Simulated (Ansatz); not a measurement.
CuO (Tenorite) in Ansatz: the effect of functional

The system is CuO (Tenorite).

```xyz
4
Lattice="2.3130 -1.6902 0.0000 2.3130 1.6902 0.0000 -0.8489 0.0000 4.9911" Properties=species:S:1:pos:R:3 pbc="T T T"
Cu    0.7320   -0.8343    2.4955
Cu    1.1565    0.8343    0.0000
O     1.6199    0.2802    3.7618
O     2.0444   -0.2802    1.2662
```

The cell isn't the ideal one: volume scaled by 0.96.

Alike in all runs:

```yaml
Program: Ansatz 0.2.0
Task: single point
Potentials_or_basis: Ansatz PAW
k_mesh: 10 × 10 × 5
Occupations: fermi-dirac, width 0.05 eV
Spin: no spin polarisation
```

```csv
functional,cutoff,pressure (GPa),largest force (eV/Å)
LDA,420 eV (not typed: the program's choice for these potentials),-2.3,0.81
PBEsol,420 eV (not typed: the program's choice for these potentials),5.1,0.84
r2SCAN,500 eV (not typed: the program's choice for these potentials),?,?
```

Question: What does the run with functional r2SCAN give?

Answer: Pressure 6.8 GPa; largest force 0.86 eV/Å.

Caveats: the run has no spin polarisation, though such a crystal can be magnetic; the PAW data sets come from PBE, with cores solved anew for the run's functional, which leaves a small shift of forces and pressure.
